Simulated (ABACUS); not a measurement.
Runs of ABACUS 3.10.1 on LiF (Griceite). The structure is cubic, space group Fm-3m (No. 225). The conventional cell has a = 4.028 Å, b = 4.028 Å, c = 4.028 Å, α = 90.00°, β = 90.00°, γ = 90.00°. F (site symmetry m-3m) has 6 Li at 2.01 Å as nearest neighbours. Around Li (site symmetry m-3m) lie 6 F at 2.01 Å. 

| task | level | potentials or basis | cell | k mesh | cutoff (eV) | radial cutoff of the potentials (pseudo_rcut) | SCF threshold on the density | eigensolver | symmetry key | max steps of the relaxation | mesh quality | gap on the mesh (eV) | pressure (GPa) | V0 of scaled cells (Å³/atom) | relaxed volume (Å³/atom) | B0 (GPa) |
| --- | --- | --- | --- | --- | --- | --- | --- | --- | --- | --- | --- | --- | --- | --- | --- | --- |
| single point | revTPSS | SG15 ONCV 1.2 PBE, plane waves | as given | 7 × 7 × 7 | 1320 | 10 bohr | 1e-08 | dav | 1 | - | not flagged | (a) | -1.8 | - | - | - |
| relaxation of cell and atoms | PBE | PseudoDojo NC SR 0.4.1 PBE standard, DZP LCAO (the cutoffs set its grid) | relaxed | 10 × 10 × 10 | 1361 | 10 bohr | 1e-07 | genelpa | 1 | 60 | not flagged | - | 0.0 | - | 8.43 | - |
| relaxation of cell and atoms | BLYP | SPMS ONCV 1.0 PBE, DZP LCAO (the cutoffs set its grid) | relaxed | 10 × 10 × 10 | 1361 | 10 bohr | 1e-07 | genelpa | 1 | 60 | not flagged | - | 0.0 | - | 8.57 | - |
| single point | BLYP | SPMS ONCV 1.0 PBE, DZP LCAO (the cutoffs set its grid) | as given | 10 × 10 × 10 | 1361 | 10 bohr | 1e-07 | genelpa | 1 | - | not flagged | (c) | 3.6 | - | - | - |
| single point | PBE | PseudoDojo NC SR 0.4.1 PBE standard, DZP LCAO (the cutoffs set its grid) | as given | 10 × 10 × 10 | 1361 | 10 bohr | 1e-07 | genelpa | 1 | - | not flagged | 9.16 | 2.3 | - | - | - |
| equation of state | PBE | PseudoDojo NC SR 0.5 PBE stringent, plane waves | as given | 8 × 8 × 8 | 1320 | 7 bohr | 1e-08 | dav | 1 | - | not flagged | - | - | 8.37 | - | 67 |
| equation of state | revTPSS | SG15 ONCV 1.2 PBE, plane waves | as given | 7 × 7 × 7 | 1320 | 10 bohr | 1e-08 | dav | 1 | - | coarse | - | - | 7.99 | - | 79 |
| single point | PW91 | SPMS ONCV 1.0 PBE, plane waves | as given | 9 × 9 × 9 | 1143 | 10 bohr | 1e-08 | dav | 1 | - | not flagged | 9.14 | 1.8 | - | - | - |
| equation of state | PBE | GBRV ultrasoft 1.5 PBE, plane waves | as given | 8 × 8 × 8 | 544 | 10 bohr | 1e-08 | dav | 1 | - | not flagged | - | - | 8.40 | - | (b) |
| relaxation of cell and atoms | rPW86PBE | SPMS ONCV 1.0 PBE, plane waves | relaxed | 9 × 9 × 9 | 1143 | 10 bohr | 1e-08 | dav | 1 | 60 | not flagged | 8.84 | 0.0 | - | 8.43 | - |

Alike in all rows: no spin polarisation; smearing fermi-dirac 0.05 eV.

Question: Fill in the values left out.

Answer: (a) 9.33; (b) 68; (c) 9.28.

Caveats: some runs use coarse meshes; the potentials were made for another functional, which shifts forces and pressure (some runs); the atomic orbitals were generated for these runs and aren't a published set (some runs); the basis of atomic orbitals isn't converged, which shifts pressures, moduli and gaps (some runs); an odd mesh through Γ misses points on the zone boundary, where band edges often lie (some runs).
